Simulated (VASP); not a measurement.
Here is a VASP 6.6.1 calculation.

The input INCAR:

```
PREC = Accurate
ENCUT = 520
EDIFF = 1E-6
ISMEAR = 0
SIGMA = 0.05
LREAL = Auto
LASPH = True
NELM = 100
ALGO = Fast
ISIF = 2
LWAVE = False
LCHARG = False
GGA = PS
NBANDS = 56
```

Contents of KPOINTS:

```
regular mesh
0
Gamma
  2 2 1
```

File POSCAR:

```
H2C18O
1.0
    7.3980000000      0.0000000000      0.0000000000
   -3.6990000000      6.4068560000      0.0000000000
    0.0000000000      0.0000000000     12.0000000000
C O H
18 1 2
Direct
   -0.0051989193     -0.0019777251      0.0643569167
    0.2194507745      0.1103368017      0.0643495833
   -0.0028789553      0.3325843440      0.0644855000
    0.2172108264      0.4427352511      0.0643979167
   -0.0038036429      0.6639250203      0.0643572500
    0.2181875841      0.7748374554      0.0642725000
    0.3303965127     -0.0005843740      0.0642978333
    0.5503876885      0.1093466124      0.0643210000
    0.3294867351      0.3303614128      0.0643488333
    0.5513730373      0.4413994945      0.0643005833
    0.3281717735      0.6647455476      0.0642945000
    0.5528045891      0.7770109083      0.0643260000
    0.6627649760     -0.0029707239      0.0643608333
    0.8846921551      0.1079349996      0.0644120833
    0.6612192873      0.3312460901      0.0643432500
    0.8860207544      0.4436349124      0.0645060000
    0.6637248892      0.6660621060      0.0643015000
    0.8837269660      0.7761306013      0.0643156667
    0.9322978936      0.5254530459      0.3444652500
    1.0050298999      0.4623550147      0.3802195000
    0.9400408236      0.5011148994      0.2653004167
```

Potentials or basis: VASP PAW PBE potentials, release 64 (C, O, H).

The run is started by

```bash
$ cat potpaw_PBE.64/C/POTCAR potpaw_PBE.64/O/POTCAR potpaw_PBE.64/H/POTCAR > POTCAR
$ mpirun -np 1 vasp_std > vasp.out
```

(1) Predict the largest force.

(2) Estimate the band gap on the k mesh.

Answers

(1) 0.147 eV/Å.

(2) 0.20 eV, direct.

Caveat: the k mesh is coarse (spacing up to 0.49 Å⁻¹), so the values aren't converged; the PAW data sets were made with another functional, which shifts forces and pressure a little.
